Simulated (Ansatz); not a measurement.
# CO2: from supercell energies to defect levels (H interstitial)

Level of theory: Ansatz, DFT PBE+D3(BJ), scalar-relativistic, plane waves, PAW. (420 eV cutoff, 2×2×2 k-mesh, Gaussian smearing of 0.01 eV, collinear spin in charge 0 alone)

Host crystal, relaxed:

```xyz
6
Lattice="4.4267 0.0000 0.0000 0.0000 4.4267 0.0000 0.0000 0.0000 4.8090" Properties=species:S:1:pos:R:3 pbc="T T T"
C     2.2133    2.2133    2.4045
C     0.0000    0.0000    0.0000
O     1.3867    3.0400    2.4045
O     3.0400    1.3867    2.4045
O     0.8267    0.8267    0.0000
O     3.6000    3.6000    0.0000
```

The H interstitial was set at (0.150, 0.150, 0.450) of the host cell, in a supercell of 48 sites (754 Å³), relaxed at fixed cell in each charge q. In charges +1, 0 some atom moved by up to 1.2 Å, so the relaxed defect can differ in kind from the start: near the site, 1 O at 2.18 Å, 2 O at 2.19 Å, 1 C at 2.20 Å, 1 C at 2.36 Å, 2 O at 2.50 Å became 1 O at 1.19 Å, 1 O at 1.25 Å (charge +1); 2 O at 2.41 Å, 1 C at 2.55 Å, 1 C at 2.57 Å, 1 C at 2.67 Å, 1 O at 2.69 Å, 1 O at 2.71 Å, 2 O at 2.91 Å, 1 O at 2.92 Å, 1 O at 2.94 Å (charge 0). The host's Kohn–Sham gap is 6.55 eV and its static dielectric constant 2.1 (mean). For each charge: the supercell's free energy over the neutral one with q electrons exchanged at the valence band top, F(q) − F(0) + qE_v; the image-charge term; and the term that aligns the potential far from the defect with the host's.

```json
{"q": "+1", "F(q) − F(0) + qE_v (eV)": "-4.078", "image charge (eV)": "1.096", "alignment (eV)": "-0.057"}
{"q": "0", "F(q) − F(0) + qE_v (eV)": "0.000", "image charge (eV)": "0.000", "alignment (eV)": "0.000"}
```

Problem. Add the terms and find the levels between neighbouring charges, ε(q/q′) = [A(q′) − A(q)]/(q − q′), with and without the two corrections.

Solution. A(q): -3.039 eV for +1, 0.000 eV for 0.
| level | corrected (eV over E_v) | uncorrected (eV) |
| --- | --- | --- |
| (+1/0) | 3.04 | 4.08 |

As a check, a point charge in a simple cubic cell of this volume has q²αe²/(2εL) = 1.071 q² eV (e² = 14.40 eV Å, α = 2.837, L = 9.10 Å); the shape of the real cell and the anisotropy of ε can change it somewhat. The term grows as q², so it pushes donor levels down and acceptor levels up. The program doubts the alignment for q = +1, so levels beside it are uncertain by about that term.

Problem. Which of these charges is lowest with the Fermi level at the valence band top, at mid-gap and at the conduction band bottom?

Solution. The line A(q) + qE_F that lies lowest gives the charge: +1 at E_F = 0.00 eV, 0 at E_F = 3.27 eV, 0 at E_F = 6.55 eV. Charges beyond those computed could lie lower near the band edges.

Problem. The neutral defect forms at 2.46 eV with atoms taken from and returned to the elements. What are the formation energies at those three Fermi levels, and what share of sites would hold the defect at 1200 K with E_F at mid-gap, if the host still stood at that temperature?

Solution. E_f = E_f(0) + A(q) + qE_F = -0.58, 2.46, 2.46 eV. In the dilute limit the share is exp(−E_f/k_BT) = exp(−2.460/0.1034) = 4.7×10⁻¹¹, leaving out degeneracy and vibrational entropy. A negative value marks a Fermi level that can't be reached at these chemical potentials: the defect would form first and pull it back. This is the H-rich limit; a poorer supply of H, or a competing compound of it, raises E_f. The small cell and the narrow Kohn–Sham gap leave errors of tenths of an eV or more, which change the share by orders of magnitude.

2 further runs of this set didn't finish or converge.